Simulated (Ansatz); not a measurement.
**InPd in Ansatz: the effect of functional**

Crystal: InPd.

```
In Pd
1.0
     3.24993    0.00000    0.00000
     0.00000    3.24993    0.00000
     0.00000    0.00000    3.24993
In Pd
1 1
Direct
  0.00000 0.00000 0.00000
  0.50000 0.50000 0.50000
```

The cell comes from a database or a generator and needn't be the stable form of this composition.

The cell isn't the ideal one: volume scaled by 0.98.

Alike in all runs:

```yaml
Program: Ansatz 0.2.0
Task: single point
Potentials_or_basis: Ansatz PAW
k_mesh: 8 × 8 × 8
Occupations: fermi-dirac, width 0.05 eV
Spin: no spin polarisation
```

```csv
functional,cutoff,pressure (GPa)
LDA,420 eV (not typed: the program's choice for these potentials),-4.6
r2SCAN,500 eV (not typed: the program's choice for these potentials),2.2
PBE,420 eV (not typed: the program's choice for these potentials),?
```

Question: What does the run with functional PBE give?

Answer: Pressure 6.5 GPa.

Caveats: the PAW data sets come from PBE, with cores solved anew for the run's functional, which leaves a small shift of forces and pressure (some runs).
